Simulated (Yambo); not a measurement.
# Si (Fd-3m) in Yambo: notebook

The runs below take Si through optical spectrum, optical spectrum by the Bethe-Salpeter equation, with PBE.

Everything below comes from runs of Yambo 5.3.0. Logs are shortened: lines on timing, memory, paths and dates and some standing lists are left out, and cuts for length are marked.

## 1. The undisturbed crystal

The structure is cubic, space group Fd-3m (No. 227). Conventional cell: a = 5.444 Å, b = 5.444 Å, c = 5.444 Å, α = 90.00°, β = 90.00°, γ = 90.00°. Si (site symmetry -43m) has 4 Si at 2.36 Å as nearest neighbours.

## 2. Optical spectrum, PBE (cell squeezed)

optics1.in

```
optics
chi
Chimod= "HARTREE"
% BndsRnXd
 1 | 29 |
%
NGsBlkXd= 3 Ry
% LongDrXd
 1 | 0 | 0 |
%
% QpntsRXd
 1 | 1 |
%
% EnRngeXd
 0 | 20 | eV
%
% DmRngeXd
 0.1 | 0.1 | eV
%
ETStpsXd= 200
```

scf.in

```
&CONTROL
  calculation = 'scf'
  prefix = 'pwscf'
  outdir = './tmp'
  pseudo_dir = './pseudo'
/
&SYSTEM
  ibrav = 0
  nat = 2
  ntyp = 1
  ecutwfc = 36
  nbnd = 9
  occupations = 'smearing'
  smearing = 'fd'
  degauss = 0.00367493
  force_symmorphic = .true.
/
&ELECTRONS
  conv_thr = 4d-10
  electron_maxstep = 120
  mixing_beta = 0.5
/
ATOMIC_SPECIES
Si    28.0850 Si.upf
CELL_PARAMETERS angstrom
   0.0000000000    2.6472420506    2.6472420506
   2.6472420506    0.0000000000    2.6472420506
   2.6472420506    2.6472420506    0.0000000000
ATOMIC_POSITIONS crystal
Si     0.5000000000    0.5000000000    0.5000000000
Si     0.7500000000    0.7500000000    0.7500000000
K_POINTS automatic
8 8 8 0 0 0
```

nscf.in

```
&CONTROL
  calculation = 'nscf'
  prefix = 'pwscf'
  outdir = './tmp'
  pseudo_dir = './pseudo'
/
&SYSTEM
  ibrav = 0
  nat = 2
  ntyp = 1
  ecutwfc = 36
  nbnd = 124
  occupations = 'fixed'
  force_symmorphic = .true.
/
&ELECTRONS
  conv_thr = 1d-08
  diago_full_acc = .true.
  diago_thr_init = 1d-06
/
ATOMIC_SPECIES
Si    28.0850 Si.upf
CELL_PARAMETERS angstrom
   0.0000000000    2.6472420506    2.6472420506
   2.6472420506    0.0000000000    2.6472420506
   2.6472420506    2.6472420506    0.0000000000
ATOMIC_POSITIONS crystal
Si     0.5000000000    0.5000000000    0.5000000000
Si     0.7500000000    0.7500000000    0.7500000000
K_POINTS automatic
6 6 6 0 0 0
```

Potentials or basis: PseudoDojo 0.4.1 SR PBE standard.

On the command line:

```console
$ OMP_NUM_THREADS=1 pw.x -in scf.in > scf.out
$ OMP_NUM_THREADS=1 pw.x -in nscf.in > nscf.out
$ cd tmp/pwscf.save; p2y; mv SAVE ../..; cd ../..
$ OMP_NUM_THREADS=1 yambo
$ OMP_NUM_THREADS=1 yambo -F optics1.in -J optics1 -C optics1_out
```

Yambo's report:

```text
[... sections 02.01 to 02.04 as in the set-up run ...]

  [02.05] Energies & Occupations
  ==============================

  [X] === General ===
  [X] Electronic Temperature                        :  0.000000  0.000000 [eV K]
  [X] Bosonic    Temperature                        :  0.000000  0.000000 [eV K]
  [X] Finite Temperature mode                       : no
  [X] El. density                                   :  0.21562E+24 [cm-3]
  [X] Fermi Level                                   :  7.057820 [eV]

  [X] === Gaps and Widths ===
  [X] Conduction Band Min                           :  0.547531 [eV]
  [X] Valence Band Max                              :  0.000000 [eV]
  [X] Filled Bands                                  :   4
  [X] Empty Bands                                   :    5  124
  [X] Direct Gap                                    :  2.582152 [eV]
  [X] Direct Gap localized at k                     :  1
  [X] Indirect Gap                                  :  0.547531 [eV]
  [X] Indirect Gap between kpts                     :   1  13
  [X] Last valence band width                       :  3.957345 [eV]
  [X] 1st conduction band width                     :  2.766948 [eV]

 [03] Transferred momenta grid and indexing
 ==========================================

 IBZ Q-points                                      :  16
 BZ  Q-points                                      :  216

 K/Q-points units:
 rlu = crystal or reduced units; cc = cartesian coordinates; iku = interal k-units

 Q [ 1]         [rlu]:  0.000000  0.000000  0.000000
 Q [ 2]         [rlu]:  0.64372E-17  0.64372E-17  0.16667
 Q [ 3]         [rlu]:  0.12874E-16  0.12874E-16  0.33333
 Q [ 4]         [rlu]: -0.19841E-16 -0.19841E-16 -0.50000
 Q [ 5]         [rlu]:  0.37277E-17  0.16667      0.16667
 Q [ 6]         [rlu]: -0.17835E-17  0.16667      0.33333
 Q [ 7]         [rlu]:  0.24189E-16  0.16667      0.50000
 Q [ 8]         [rlu]: -0.19841E-16  0.16667     -0.33333
 Q [ 9]         [rlu]: -0.34973E-16  0.16667     -0.16667
 Q [10]         [rlu]:  0.74554E-17  0.33333      0.33333
 Q [11]         [rlu]:  0.20315E-16  0.33333      0.50000
 Q [12]         [rlu]:  0.71341E-17  0.33333     -0.33333
 Q [13]         [rlu]: -0.11183E-16 -0.50000     -0.50000
 Q [14]         [rlu]:  0.166667  0.333333  0.500000
 Q [15]         [rlu]:  0.166667  0.333333 -0.333333
 Q [16]         [rlu]:  0.166667 -0.500000 -0.333333

 [WARNING] [Xd] User bands 1-29 break level degeneracy

 [04] Dipoles
 ============

  [04.01] Setup: observables and procedures
  =========================================

  [WF-Oscillators/G space/Transverse up loader] Normalization (few states)  min/max  :  0.36083E-17   1.0000

  [WR./optics1//ndb.dipoles]------------------------------------------------------
   Brillouin Zone Q/K grids (IBZ/BZ)                :   16  216   16  216
   RL vectors                                       :  1363 [WF]
   Fragmentation                                    : yes
   Electronic Temperature                           :  0.000000 [K]
   Bosonic    Temperature                           :  0.000000 [K]
   DIP band range                                   :   1  29
   DIP band range limits                            :   4   5
   DIP e/h energy range                             : -1.000000 -1.000000 [eV]
   RL vectors in the sum                            :  1363
   [r,Vnl] included                                 : yes
   Bands ordered                                    : yes
   Direct v evaluation                              : no
   Approach used                                    : G-space v
   Dipoles computed                                 : R V P [G-space]
   Wavefunctions                                    : Perdew, Burke & Ernzerhof(X)+Perdew, Burke & Ernzerhof(C)

  [WARNING] [r,Vnl^pseudo] included in position and velocity dipoles.

  [WARNING] In case H contains other non local terms, these are neglected

 [05] Optics
 ===========

 [X-CG] R(p) Tot o/o(of R):   1133  21600    100
```

It took 14 s on 1 thread of Intel Xeon 6975P-C (Granite Rapids), shared host; peak memory 0.25 GiB.

What came out:

| Quantity | Value |
| --- | --- |
| Band gap on the k mesh, mean-field level | 0.55 eV, indirect (least direct gap 2.58 eV) |
| Electronic dielectric constant along the field | 15.44 |
| Electronic dielectric constant along the field, independent particles | 16.59 |

Dielectric function (along the field direction of the input):
```tsv
energy (eV)	real part	imaginary part
0.30	15.54	0.38
1.31	17.57	0.58
2.31	26.81	2.49
3.32	9.88	17.44
4.42	-15.09	12.92
5.43	-6.30	3.58
6.43	-0.99	4.95
7.54	-2.91	6.60
8.54	-2.78	1.76
9.55	-2.34	1.47
10.65	-1.73	0.74
11.66	-1.28	0.55
12.66	-0.69	0.44
13.77	-0.48	0.68
14.77	-0.44	0.41
15.78	-0.25	0.24
16.88	-0.12	0.22
17.89	0.07	0.20
18.89	0.12	0.16
20.00	0.16	0.11
```

Caveat: spectra need much finer meshes, so this one isn't converged; these spectra lack excitons.

## 3. Optical spectrum by the Bethe-Salpeter equation, PBE (cell squeezed)

bse2.in

```
optics
bse
bss
rim_cut
em1s
RandQpts= 1000000
RandGvec= 50 RL
Chimod= "HARTREE"
% BndsRnXs
 1 | 29 |
%
NGsBlkXs= 5 Ry
% LongDrXs
 1 | 0 | 0 |
%
BSKmod= "SEX"
BSEmod= "retarded"
BSSmod= "d"
% BSEQptR
 1 | 1 |
%
% BSEBands
 3 | 6 |
%
BSENGexx= 20 Ry
BSENGBlk= 5 Ry
% BEnRange
 0 | 20 | eV
%
% BDmRange
 0.1 | 0.1 | eV
%
BEnSteps= 200
% BLongDir
 1 | 0 | 0 |
%
BSEprop= "abs"
WRbsWF
% KfnQP_E
 0.59 | 1.0 | 1.0 |
%
```

scf.in is that of step 2.

nscf.in is that of step 2.

Potentials or basis: PseudoDojo 0.4.1 SR PBE standard.

On the command line:

```console
$ OMP_NUM_THREADS=1 pw.x -in scf.in > scf.out
$ OMP_NUM_THREADS=1 pw.x -in nscf.in > nscf.out
$ cd tmp/pwscf.save; p2y; mv SAVE ../..; cd ../..
$ OMP_NUM_THREADS=1 yambo
$ mkdir -p bse2; ln -s $PWD/g0w00/ndb.RIM bse2/
$ OMP_NUM_THREADS=1 yambo -F bse2.in -J bse2 -C bse2_out
$ OMP_NUM_THREADS=1 ypp -J bse2 -C bse2_out -e s -b 1
```

Yambo's report:

```text
[... sections 02.01 to 02.04 as in the set-up run ...]

  [02.05] Energies & Occupations
  ==============================

  [X] === General ===
  [X] Electronic Temperature                        :  0.000000  0.000000 [eV K]
  [X] Bosonic    Temperature                        :  0.000000  0.000000 [eV K]
  [X] Finite Temperature mode                       : no
  [X] El. density                                   :  0.21562E+24 [cm-3]
  [X] Fermi Level                                   :  7.057820 [eV]

  [X] === Gaps and Widths ===
  [X] Conduction Band Min                           :  0.547531 [eV]
  [X] Valence Band Max                              :  0.000000 [eV]
  [X] Filled Bands                                  :   4
  [X] Empty Bands                                   :    5  124
  [X] Direct Gap                                    :  2.582152 [eV]
  [X] Direct Gap localized at k                     :  1
  [X] Indirect Gap                                  :  0.547531 [eV]
  [X] Indirect Gap between kpts                     :   1  13
  [X] Last valence band width                       :  3.957345 [eV]
  [X] 1st conduction band width                     :  2.766948 [eV]

 [03] Transferred momenta grid and indexing
 ==========================================

 [BZ sampling] Q-grid is User defined and/or read from the database

 IBZ Q-points                                      :  16
 BZ  Q-points                                      :  216

 K/Q-points units:
 rlu = crystal or reduced units; cc = cartesian coordinates; iku = interal k-units

 Q [ 1]         [rlu]:  0.000000  0.000000  0.000000
 Q [ 2]         [rlu]:  0.64372E-17  0.64372E-17  0.16667
 Q [ 3]         [rlu]:  0.12874E-16  0.12874E-16  0.33333
 Q [ 4]         [rlu]: -0.19841E-16 -0.19841E-16 -0.50000
 Q [ 5]         [rlu]:  0.37277E-17  0.16667      0.16667
 Q [ 6]         [rlu]: -0.17835E-17  0.16667      0.33333
 Q [ 7]         [rlu]:  0.24189E-16  0.16667      0.50000
 Q [ 8]         [rlu]: -0.19841E-16  0.16667     -0.33333
 Q [ 9]         [rlu]: -0.34973E-16  0.16667     -0.16667
 Q [10]         [rlu]:  0.74554E-17  0.33333      0.33333
 Q [11]         [rlu]:  0.20315E-16  0.33333      0.50000
 Q [12]         [rlu]:  0.71341E-17  0.33333     -0.33333
 Q [13]         [rlu]: -0.11183E-16 -0.50000     -0.50000
 Q [14]         [rlu]:  0.166667  0.333333  0.500000
 Q [15]         [rlu]:  0.166667  0.333333 -0.333333
[... 230 lines left out ...]
     [K] Correlation                                  : yes [res]
     [K] Kernel`s coupling                            : no
     [K] Exchange                                     : no [cpl]
     [K] Correlation                                  : no [cpl]
     [K] W interaction is bare                        : no
     [K] ALDA kernel in R-space                       : no
     [K] RL vectors                                   :   387 [exchange]
     [K] RL vectors                                   :   65 [correlation]
     [K] E/h energy range                             : -1.000000 -1.000000 [eV]
     [K] Coupling range                               :  100.0000  100.0000 [o/o]
     [W] Interaction is diagonal                      : no
     [W] Matrix size                                  :   65
     [W] Bands                                        :   1  29
     [W] e/h energy range                             : -1.000000 -1.000000 [eV]
     [W] Poles                                        :  100.0000 [o/o]
     [W] RL vectors in the sum                        :  1363
     [W] [r,Vnl] included                             : yes
     [W] Field direction                              :  0.100000E-4   0.00000      0.00000
     [W] Coulomb Cutoff                               : none
     [W] Hxc Kernel                                   : HARTREE
     [RIM] RL components                              :   51 [col]
     [RIM] Random points                              :  1000000 [col]
     [SOC] Perturbative SOC                           : no
     [K] Kernel long-range exchange                   : BAR

    [08.01.05.03] Wave-Function Phases
    ==================================

    [BSE] WF phases found       :  61.45833 [o/o]

   [08.01.06] BSE solver(s) @q1
   ============================

   [08.01.07] Diago Solver @q1
   ===========================

   [WR./bse2//ndb.BS_diago_Q1]-----------------------------------------------------
    BS kernel          energies                      : Perdew, Burke & Ernzerhof(X)+Perdew, Burke & Ernzerhof(C)+ user defined corrections @E
    [K] Identifier                                   :   9523
    [K] Dimension                                    :   864
    [K] Bands                                        :   3   6
    [K] Exchange                                     : yes [res]
    [K] Correlation                                  : yes [res]
    [K] Kernel`s coupling                            : no
    [K] Exchange                                     : no [cpl]
    [K] Correlation                                  : no [cpl]
    [K] W interaction is bare                        : no
    [K] ALDA kernel in R-space                       : no
    [K] RL vectors                                   :   387 [exchange]
    [K] RL vectors                                   :   65 [correlation]
    [K] E/h energy range                             : -1.000000 -1.000000 [eV]
    [K] Coupling range                               :  100.0000  100.0000 [o/o]
    [W] Interaction is diagonal                      : no
    [W] Matrix size                                  :   65
    [W] Bands                                        :   1  29
    [W] e/h energy range                             : -1.000000 -1.000000 [eV]
    [W] Poles                                        :  100.0000 [o/o]
    [W] RL vectors in the sum                        :  1363
    [W] [r,Vnl] included                             : yes
    [W] Field direction                              :  0.100000E-4   0.00000      0.00000
    [W] Coulomb Cutoff                               : none
    [W] Hxc Kernel                                   : HARTREE
    [RIM] RL components                              :   51 [col]
    [RIM] Random points                              :  1000000 [col]
    [SOC] Perturbative SOC                           : no
    [K] Kernel long-range exchange                   : BAR
    [BSS] Eigenstates included                       : yes
    [BSS] Field direction                            :  0.100000E-4   0.00000      0.00000
    [BSS] Eigenstates computed                       :   864
    [BSS] Number of BSE matrices                     :  1
```

o-bse2.eps_q1_diago_bse:

```text
# Absorption @ Q(1):   1.00000000      0.00000000      0.00000000    [q->0 direction]
#
[... 52 lines left out ...]
#
        0.000000           0.000000           14.03406           0.000000           12.84743
        0.100503           0.018118           14.04313           0.013564           12.85423
        0.201005           0.036400           14.07043           0.027230           12.87467
        0.301508           0.055012           14.11619           0.041101           12.90890
        0.402010           0.074129           14.18083           0.055283           12.95718
        0.502513           0.093940           14.26496           0.069891           13.01988
[... 192 lines left out ...]
        19.89950           0.006081           0.428350           0.006775           0.368704
        20.00000           0.005983           0.434412           0.006664           0.375456
#
```

Run time: 25 s. Hardware: 1 thread of Intel Xeon 6975P-C (Granite Rapids), shared host; peak memory 0.25 GiB.

Results:

```yaml
Band_gap_on_the_k_mesh_mean-field_level: 0.55 eV, indirect (least direct gap 2.58 eV)
Exciton_binding_energy: 0.12 eV
Lowest_exciton_energy: 3.05 eV
Lowest_bright_exciton_energy: 3.05 eV
```

Dielectric function (along the field direction of the input):
| energy (eV) | real part | imaginary part |
| --- | --- | --- |
| 0.30 | 14.12 | 0.06 |
| 0.90 | 14.82 | 0.18 |
| 1.61 | 16.91 | 0.45 |
| 2.31 | 22.08 | 1.21 |
| 3.02 | 40.71 | 11.69 |
| 3.62 | -9.83 | 36.92 |
| 4.32 | -40.98 | 38.85 |
| 5.03 | -14.93 | 8.20 |
| 5.73 | -6.67 | 2.02 |
| 6.33 | -4.44 | 2.37 |
| 7.04 | -3.72 | 6.58 |
| 7.74 | -4.63 | 1.95 |
| 8.44 | -4.04 | 0.40 |
| 9.05 | -2.82 | 0.15 |
| 9.75 | -2.02 | 0.09 |
| 10.45 | -1.48 | 0.07 |
| 11.16 | -1.11 | 0.13 |
| 11.76 | -0.86 | 0.04 |
| 12.46 | -0.61 | 0.03 |
| 13.17 | -0.42 | 0.03 |
| 13.87 | -0.26 | 0.02 |
| 14.47 | -0.14 | 0.02 |
| 15.18 | -0.03 | 0.02 |
| 15.88 | 0.07 | 0.01 |
| 16.58 | 0.15 | 0.01 |
| 17.19 | 0.22 | 0.01 |
| 17.89 | 0.28 | 0.01 |
| 18.59 | 0.34 | 0.01 |
| 19.30 | 0.39 | 0.01 |
| 20.00 | 0.43 | 0.01 |

Lowest exciton energies (eV): 3.05, 3.06, 3.06, 3.06, 3.41, 3.41, 3.41, 3.42

Excitons:
| energy (eV) | strength (relative to the strongest) |
| --- | --- |
| 3.053 | 0.11 |
| 3.056 | 0.013 |
| 3.056 | 0.0097 |
| 3.058 | 0.014 |
| 3.413 | 0.046 |
| 3.414 | 0.56 |
| 3.415 | 0.8 |
| 3.422 | 0.00016 |
| 3.422 | 0.0055 |
| 3.423 | 0.002 |
| 3.436 | 5.8e-10 |
| 3.436 | 1.8e-06 |

Caveat: the scissor is the correction of the direct gap in an earlier G0W0 run on the same states; exciton energies and binding change strongly with the k mesh and aren't converged on this one; spectra need much finer meshes, so this one isn't converged.
